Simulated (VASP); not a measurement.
# Native point defects of ZnAu, part 4 of 6

Wanted: a map of the native defects of ZnAu, all in one supercell and at one level. The start is a cell from a database of measured crystal structures.

VASP 6.6.1, plane waves and PAW; the level of theory is named at each step.

So far. Step 5 (Reference Zn): The run ended after 22 ionic steps, 0.056 eV below its first step, once forces and stress met EDIFFG = -0.02. Step 5 (Reference Zn): Energy at zero smearing: -3.18518 eV.

## Step 6: Relaxing the defect, 53 atoms, defect Zn vacancy

This step: PBEsol; plane waves and PAW (Au, Zn) (VASP 6.6.1).

System of this step: Zn26Au27. The cell holds 53 atoms: 27 Au and 26 Zn. Its edges and angles: a = 9.374 Å, b = 9.374 Å, c = 9.374 Å, α = 90.0°, β = 90.0°, γ = 90.0°. It derives from ZnAu. Nearest the centre at fractional (0.167, 0.167, 0.167): Au14 at 2.71 Å, Au5 at 2.71 Å, Au11 at 2.71 Å, Au13 at 2.71 Å, Au10 at 2.71 Å, Au4 at 2.71 Å, Au2 at 2.71 Å, Au1 at 2.71 Å.

The host is treated as a metal, since its gap is under 0.3 eV or closed. The run keeps 48 symmetry operations, which cuts the number of k-points but bars distortions that break them. The atoms relax at the host's fixed cell.

The input, INCAR:

```
SYSTEM = Zn26Au27
PREC = Normal
ENCUT = 300
EDIFF = 1E-05
NELM = 120
ISMEAR = 1
SIGMA = 0.2
LREAL = Auto
ALGO = Fast
GGA = PS
NBANDS = 360
LASPH = .TRUE.
LORBIT = 11
LWAVE = .FALSE.
LCHARG = .TRUE.
KPAR = 4
NCORE = 2
IBRION = 2
NSW = 50
ISIF = 2
EDIFFG = -0.03
POTIM = 0.4
MAXMIX = 40
ISYM = 2
```

The input, POSCAR:

```
Zn26Au27
1.0
    9.3744791451      0.0000000000      0.0000000000
    0.0000000000      9.3744791451      0.0000000000
    0.0000000000      0.0000000000      9.3744791451
Au Zn
27 26
Direct
    0.0000000000      0.0000000000      0.0000000000
    0.0000000000      0.0000000000      0.3333333300
    0.0000000000      0.0000000000      0.6666666700
    0.0000000000      0.3333333300      0.0000000000
    0.0000000000      0.3333333300      0.3333333300
    0.0000000000      0.3333333300      0.6666666700
    0.0000000000      0.6666666700      0.0000000000
    0.0000000000      0.6666666700      0.3333333300
    0.0000000000      0.6666666700      0.6666666700
    0.3333333300      0.0000000000      0.0000000000
    0.3333333300      0.0000000000      0.3333333300
    0.3333333300      0.0000000000      0.6666666700
    0.3333333300      0.3333333300      0.0000000000
    0.3333333300      0.3333333300      0.3333333300
    0.3333333300      0.3333333300      0.6666666700
    0.3333333300      0.6666666700      0.0000000000
    0.3333333300      0.6666666700      0.3333333300
    0.3333333300      0.6666666700      0.6666666700
    0.6666666700      0.0000000000      0.0000000000
    0.6666666700      0.0000000000      0.3333333300
    0.6666666700      0.0000000000      0.6666666700
    0.6666666700      0.3333333300      0.0000000000
    0.6666666700      0.3333333300      0.3333333300
    0.6666666700      0.3333333300      0.6666666700
    0.6666666700      0.6666666700      0.0000000000
    0.6666666700      0.6666666700      0.3333333300
    0.6666666700      0.6666666700      0.6666666700
    0.1666666700      0.1666666700      0.5000000000
    0.1666666700      0.1666666700      0.8333333300
    0.1666666700      0.5000000000      0.1666666700
    0.1666666700      0.5000000000      0.5000000000
    0.1666666700      0.5000000000      0.8333333300
    0.1666666700      0.8333333300      0.1666666700
    0.1666666700      0.8333333300      0.5000000000
    0.1666666700      0.8333333300      0.8333333300
    0.5000000000      0.1666666700      0.1666666700
    0.5000000000      0.1666666700      0.5000000000
    0.5000000000      0.1666666700      0.8333333300
    0.5000000000      0.5000000000      0.1666666700
    0.5000000000      0.5000000000      0.5000000000
    0.5000000000      0.5000000000      0.8333333300
    0.5000000000      0.8333333300      0.1666666700
    0.5000000000      0.8333333300      0.5000000000
    0.5000000000      0.8333333300      0.8333333300
    0.8333333300      0.1666666700      0.1666666700
    0.8333333300      0.1666666700      0.5000000000
    0.8333333300      0.1666666700      0.8333333300
    0.8333333300      0.5000000000      0.1666666700
    0.8333333300      0.5000000000      0.5000000000
    0.8333333300      0.5000000000      0.8333333300
    0.8333333300      0.8333333300      0.1666666700
    0.8333333300      0.8333333300      0.5000000000
    0.8333333300      0.8333333300      0.8333333300
```

The input, KPOINTS:

```
Automatic mesh
0
Monkhorst-Pack
3 3 3
0 0 0
```

PAW data sets: Au and Zn (PBE family, release 64).

Command:

```sh
$ mpirun -np 8 vasp_std
```

What it wrote:

```text
[banner, memory and clock lines left out]
running    8 mpi-ranks, on    1 nodes
 distrk:  each k-point on    2 cores,    4 groups
 distr:  one band on    2 cores,    1 groups

 POSCAR found type information on POSCAR AuZn
 POSCAR found :  2 types and      53 ions
 [... a notice as in an earlier step ...]

 LDA part: xc-table for (Slater+PW92), standard interpolation
 POSCAR, INCAR and KPOINTS ok, starting setup
 FFT: planning ... GRIDC
 FFT: planning ... GRID_SOFT
 FFT: planning ... GRID
 WAVECAR not read
 entering main loop
       N       E                     dE             d eps       ncg     rms          rms(c)
DAV:   1     0.536253483955E+04    0.53625E+04   -0.18586E+05  2880   0.156E+03
DAV:   2     0.636859547314E+03   -0.47257E+04   -0.44998E+04  2880   0.440E+02
DAV:   3    -0.129130618358E+03   -0.76599E+03   -0.70850E+03  2936   0.159E+02
DAV:   4    -0.172725999220E+03   -0.43595E+02   -0.42413E+02  3144   0.435E+01
DAV:   5    -0.173549065449E+03   -0.82307E+00   -0.81827E+00  3056   0.520E+00    0.468E+01
RMM:   6    -0.159330169268E+03    0.14219E+02   -0.45571E+01  2880   0.140E+01    0.294E+01
RMM:   7    -0.158669768531E+03    0.66040E+00   -0.41849E+00  2880   0.324E+00    0.132E+01
RMM:   8    -0.158482885468E+03    0.18688E+00   -0.74774E-01  2880   0.157E+00    0.158E+00
RMM:   9    -0.158461088683E+03    0.21797E-01   -0.88256E-02  2880   0.664E-01    0.513E-01
RMM:  10    -0.158462541015E+03   -0.14523E-02   -0.41978E-02  2890   0.310E-01    0.516E-01
RMM:  11    -0.158461409003E+03    0.11320E-02   -0.88087E-03  2883   0.172E-01    0.650E-02
RMM:  12    -0.158461464516E+03   -0.55513E-04   -0.14452E-03  2970   0.757E-02    0.601E-02
RMM:  13    -0.158461479566E+03   -0.15050E-04   -0.27094E-04  3065   0.315E-02    0.302E-02
RMM:  14    -0.158461478616E+03    0.95065E-06   -0.56165E-05  2221   0.128E-02
   1 F= -.15846148E+03 E0= -.15846384E+03  d E =-.158461E+03
 curvature:   0.00 expect dE= 0.000E+00 dE for cont linesearch  0.000E+00
 trial: gam= 0.00000 g(F)=  0.484E-01 g(S)=  0.000E+00 ort = 0.000E+00 (trialstep = 0.100E+01)
 search vector abs. value=  0.484E-01
 bond charge predicted
       N       E                     dE             d eps       ncg     rms          rms(c)
DAV:   1    -0.158496387015E+03   -0.34907E-01   -0.10845E+01  3016   0.520E+00    0.272E-01
RMM:   2    -0.158503690056E+03   -0.73030E-02   -0.71748E-02  2880   0.579E-01    0.205E-01
RMM:   3    -0.158504514339E+03   -0.82428E-03   -0.12005E-02  2891   0.228E-01    0.158E-01
RMM:   4    -0.158504514381E+03   -0.42142E-07   -0.25704E-03  2897   0.118E-01    0.991E-02
RMM:   5    -0.158504467782E+03    0.46599E-04   -0.11686E-03  2880   0.766E-02    0.345E-02
RMM:   6    -0.158504469703E+03   -0.19214E-05   -0.25708E-04  2901   0.389E-02    0.184E-02
RMM:   7    -0.158504476122E+03   -0.64183E-05   -0.96058E-05  2761   0.205E-02
   2 F= -.15850448E+03 E0= -.15850802E+03  d E =-.429975E-01
[... from here on, the cycles between the ionic steps are left out ...]
   3 F= -.15855380E+03 E0= -.15855942E+03  d E =-.923241E-01
   4 F= -.15854251E+03 E0= -.15855210E+03  d E =-.810357E-01
   5 F= -.15856740E+03 E0= -.15857463E+03  d E =-.105922E+00
   6 F= -.15856741E+03 E0= -.15857486E+03  d E =-.105935E+00
   7 F= -.15858153E+03 E0= -.15858928E+03  d E =-.141154E-01
   8 F= -.15860232E+03 E0= -.15861101E+03  d E =-.349014E-01
   9 F= -.15860305E+03 E0= -.15861194E+03  d E =-.356381E-01
  10 F= -.15861031E+03 E0= -.15861898E+03  d E =-.725727E-02
  11 F= -.15861728E+03 E0= -.15862540E+03  d E =-.142272E-01
  12 F= -.15862233E+03 E0= -.15863067E+03  d E =-.505591E-02
  13 F= -.15862365E+03 E0= -.15863206E+03  d E =-.636866E-02
 curvature:  -2.96 expect dE=-0.254E-02 dE for cont linesearch -0.388E-03
 ZBRENT: increasing intervall
 opt :   4.1683  next Energy=  -158.624386 (dE=-0.711E-02)
 bond charge predicted
       N       E                     dE             d eps       ncg     rms          rms(c)
DAV:   1    -0.158621466752E+03    0.21746E-02   -0.40641E+00  2880   0.283E+00    0.130E-01
RMM:   2    -0.158624555699E+03   -0.30889E-02   -0.26814E-02  2880   0.388E-01    0.883E-02
RMM:   3    -0.158624971646E+03   -0.41595E-03   -0.46470E-03  2882   0.144E-01    0.603E-02
RMM:   4    -0.158625076776E+03   -0.10513E-03   -0.11840E-03  3479   0.668E-02    0.455E-02
RMM:   5    -0.158625101446E+03   -0.24670E-04   -0.26430E-04  2360   0.249E-02    0.391E-02
RMM:   6    -0.158625106384E+03   -0.49374E-05   -0.62891E-05  1978   0.124E-02
  14 F= -.15862511E+03 E0= -.15863366E+03  d E =-.782741E-02
 curvature:  -5.63 expect dE=-0.355E-02 dE for cont linesearch -0.237E-04
 trial: gam= 0.03513 g(F)=  0.630E-03 g(S)=  0.000E+00 ort =-0.179E-03 (trialstep = 0.237E+01)
 search vector abs. value=  0.627E-03
 reached required accuracy - stopping structural energy minimisation
```

Elapsed: 7.1 min, on 8 MPI ranks of AMD EPYC 7R43, shared host; peak memory 2.5 GiB; 57 min of CPU time.

OUTCAR, selected parts (step 6):

```text
   NELECT =     609.0000    total number of electrons

 E-fermi :   7.0431

 k-point     1 :       0.0000    0.0000    0.0000
  band No.  band energies     occupation
    ...
    297       6.1628      2.00000
    298       6.3197      2.00000
    299       7.0663      0.80527
    300       7.0663      0.80527
    301       7.0664      0.80482
    302       7.1602      0.17330
    303       7.1602      0.17330
    304       7.2297     -0.03338
    305       7.2489     -0.05575
    306       7.2489     -0.05575
    ...

  Total       -4.6976723     -4.6976723     -4.6976723      0.0000000      0.0000000      0.0000000
  in kB       -9.1359110     -9.1359110     -9.1359110      0.0000000      0.0000000      0.0000000
  external PRESSURE =      -9.1359110 kB  Pullay stress =       0.0000000 kB

 POSITION                                       TOTAL-FORCE (eV/Angst)
 -----------------------------------------------------------------------------------
      0.06515      0.06515      0.06515         0.015510      0.015510      0.015510
      0.06515      0.06515      3.05968         0.015510      0.015510     -0.015510
      9.36095      9.36095      6.24965         0.013412      0.013412     -0.000000
      0.06515      3.05968      0.06515         0.015510     -0.015510      0.015510
      0.06515      3.05968      3.05968         0.015510     -0.015510     -0.015510
      9.36095      3.13835      6.24965         0.013412     -0.013412     -0.000000
      9.36095      6.24965      9.36095         0.013412      0.000000      0.013412
      9.36095      6.24965      3.13835         0.013412      0.000000     -0.013412
      9.37043      6.24965      6.24965         0.015035      0.000000     -0.000000
      3.05968      0.06515      0.06515        -0.015510      0.015510      0.015510
      3.05968      0.06515      3.05968        -0.015510      0.015510     -0.015510
      3.13835      9.36095      6.24965        -0.013412      0.013412     -0.000000
      3.05968      3.05968      0.06515        -0.015510     -0.015510      0.015510
      3.05968      3.05968      3.05968        -0.015510     -0.015510     -0.015510
      3.13835      3.13835      6.24965        -0.013412     -0.013412     -0.000000
      3.13835      6.24965      9.36095        -0.013412      0.000000      0.013412
      3.13835      6.24965      3.13835        -0.013412      0.000000     -0.013412
      3.12888      6.24965      6.24965        -0.015035      0.000000     -0.000000
      6.24965      9.36095      9.36095         0.000000      0.013412      0.013412
      6.24965      9.36095      3.13835         0.000000      0.013412     -0.013412
      6.24965      9.37043      6.24965         0.000000      0.015035     -0.000000
      6.24965      3.13835      9.36095         0.000000     -0.013412      0.013412
      6.24965      3.13835      3.13835         0.000000     -0.013412     -0.013412
      6.24965      3.12888      6.24965         0.000000     -0.015035     -0.000000
[...]
-----------------------------------------------------------------------------------
    total drift:                               -0.023367     -0.023200     -0.021892

  FREE ENERGIE OF THE ION-ELECTRON SYSTEM (eV)
  ---------------------------------------------------
  free  energy   TOTEN  =      -158.6251063838 eV

  energy  without entropy=     -158.6507528549  energy(sigma->0) =     -158.63365521

[... 7 parts as in an earlier step ...]

[... 9 further parts left out ...]
```

The steps of the relaxation:

| step | energy less that of the first step (eV) | largest force (eV/Å) |
| --- | --- | --- |
| 1 | 0.0000 | 0.2922 |
| 2 | -0.0430 | 0.2345 |
| 3 | -0.0923 | 0.1612 |
| 4 | -0.0810 | 0.3052 |
| 5 | -0.1059 | 0.1015 |
| 6 | -0.1059 | 0.1196 |
| 7 | -0.1200 | 0.1126 |
| 8 | -0.1408 | 0.0909 |
| 9 | -0.1416 | 0.0864 |
| 10 | -0.1488 | 0.0482 |
| 11 | -0.1558 | 0.0697 |
| 12 | -0.1609 | 0.0495 |
| 13 | -0.1622 | 0.0399 |
| 14 | -0.1636 | 0.0269 |

The atoms that moved most (Å):

| atom | dx | dy | dz | length |
| --- | --- | --- | --- | --- |
| Au5 | 0.065 | -0.065 | -0.065 | 0.113 |
| Au14 | -0.065 | -0.065 | -0.065 | 0.113 |
| Au13 | -0.065 | -0.065 | 0.065 | 0.113 |
| Au11 | -0.065 | 0.065 | -0.065 | 0.113 |
| Au10 | -0.065 | 0.065 | 0.065 | 0.113 |
| Au1 | 0.065 | 0.065 | 0.065 | 0.113 |
| Au4 | 0.065 | -0.065 | 0.065 | 0.113 |
| Au2 | 0.065 | 0.065 | -0.065 | 0.113 |

Numbers from this step:

- electrons: 609
- free energy (TOTEN): -158.6251 eV
- energy at zero smearing: -158.6337 eV
- Fermi energy: 7.043 eV

Valence density in the ac plane at fractional y = 0.167, through the centre, with atoms of Zn within 0.45 Å of it. It is the smooth field of the valence electrons, not physical close to the nuclei.

Values in e/Å³, 13 rows by 16 columns, each cell a mean:
```
 0  0  0  0  0  0  0  0  0  0  0  0  0  0  0  0
 0  1  7  5  0  0  0  6  8  1  0  0  2  9  3  0
 0  1  9  6  0  0  0  5  8  1  0  0  2  9  3  0
 0  0  0  0  0  0  0  0  0  0  0  0  0  0  0  0
 0  0  0  0  0  0  0  0  0  0  0  0  0  0  0  0
 0  1  4  2  0  0  0  2  3  0  0  0  1  4  1  0
 0  1 11  7  0  0  1  8 11  1  0  0  3 13  4  0
 0  0  1  1  0  0  0  1  1  0  0  0  1  2  1  0
 0  0  0  0  0  0  0  0  0  0  0  0  0  0  0  0
 0  0  0  0  0  0  0  1  1  0  0  0  0  1  0  0
 0  0  0  0  0  0  0  7 11  2  0  0  4 13  3  0
 0  0  0  0  0  0  0  2  4  1  0  0  1  5  1  0
 0  0  0  0  0  0  0  0  0  0  0  0  0  0  0  0
```
Columns run along a (9.4 Å), rows up along c (9.4 Å). Atoms in or near the plane, at fractional coordinates: Zn at (0.17, 0.50), Zn at (0.17, 0.83), Zn at (0.50, 0.17), Zn at (0.50, 0.50), Zn at (0.50, 0.84), Zn at (0.83, 0.17), Zn at (0.84, 0.50), Zn at (0.84, 0.84).

The run ended after 14 ionic steps, 0.164 eV below its first step, once the forces on the free atoms met EDIFFG = -0.03.

The 8 first neighbours (Au) lie 2.71 Å from the site in the perfect crystal and 2.59 Å on average after the relaxation (-4.2 %).

## Step 7: This defect's formation energies, 53 atoms, defect vacancy, element Zn

This step: point defect, PBEsol; plane waves and PAW (VASP 6.6.1).

Derived from the runs above.

This step gave:

```yaml
formation_energy_of_the_neutral_defect: 0.4502 eV
host_formation_enthalpy: -0.2095 eV/atom
```

Formation energy:

| formation energy (eV) | largest move (Å) |
| --- | --- |
| 0.4502 | 0.1128 |

The formation energy is the energy of the relaxed defect cell less that of the perfect cell, with each removed atom booked to its reference and each added atom taken from it.

References, in eV an atom: Au -3.939 (crystal Fm-3m) and Zn -1.593 (crystal P6_3/mmc). They were run at the supercell's cutoff and functional, without U, and count both elements from their own phases.

The formation energy is 0.450 eV, and the largest move of an atom 0.11 Å.

(Continued in part 5 of 6.)

[Lines on the potential files, build, host, timing and source positions are cut from VASP's logs without a mark.]

[Logs are printed without paths, hosts, clocks, repeated set-up lines and the standing remarks that a program may print on its own settings, such as how far it seeks lower states.]

[Hosts, paths, dates, database ids (printed as entryN), source tags and the programs' standing remarks are cut or masked in the printed files.]

[In band tables of VASP the shares of atoms and orbitals are scaled to a sum of 1 inside the atoms' spheres.]

[Runs that stopped without an error message from VASP are left out.]
